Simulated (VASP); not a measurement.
Input of a VASP 6.6.1 run:

Contents of INCAR:

```
SYSTEM = GaSb
  ALGO = Normal
  EDIFF = 1E-6
  ENCUT = 500
  GGA = PE
  GGA_COMPAT = .FALSE.
  ISIF = 2
  ISMEAR = 1
  LASPH = .TRUE.
  LCHARG = .FALSE.
  LREAL = .FALSE.
  LWAVE = .FALSE.
  NBANDS = 16
  NELM = 120
  PREC = Accurate
  SIGMA = 0.0054
```

The input KPOINTS:

```
k-points
0
G
  6 6 6
  0 0 0
```

File POSCAR:

```
GaSb
1.0
    0.0000000000      3.0590000000      3.0590000000
    3.0590000000      0.0000000000      3.0590000000
    3.0590000000      3.0590000000      0.0000000000
Ga Sb
1 1
Direct
    0.0000000000      0.0000000000      0.0000000000
    0.2500000000      0.2500000000      0.2500000000
```

Potentials or basis: VASP PAW PBE potentials, release 64 (Ga_d, Sb).

Command:

```sh
$ cat potpaw_PBE.64/Ga_d/POTCAR potpaw_PBE.64/Sb/POTCAR > POTCAR
$ mpirun -np 1 vasp_std > vasp.out
```

Problem. Estimate the pressure.

Solution. 2.3 GPa.

Problem. Estimate the band gap on the k mesh.

Solution. 0.03 eV, direct.

Caveat: spin-orbit coupling is left out, which moves the levels of the heavy elements.

**Measured values to compare with.**

A printed reference work, data compilation reports, for a bulk crystal of GaSb at 4.2 K: band gap 0.811 eV (direct).

Against the measured gap of GaSb, 0.811 eV (direct; 4.2 K; a printed reference work, data compilation), the calculated 0.03 eV is off by -0.78 eV. Spin-orbit coupling on Ga, Sb is left out. The value is that of PBE on a finite k mesh, which can miss the band edges, without temperature or zero-point motion. Semilocal functionals fall short of measured gaps as a rule.
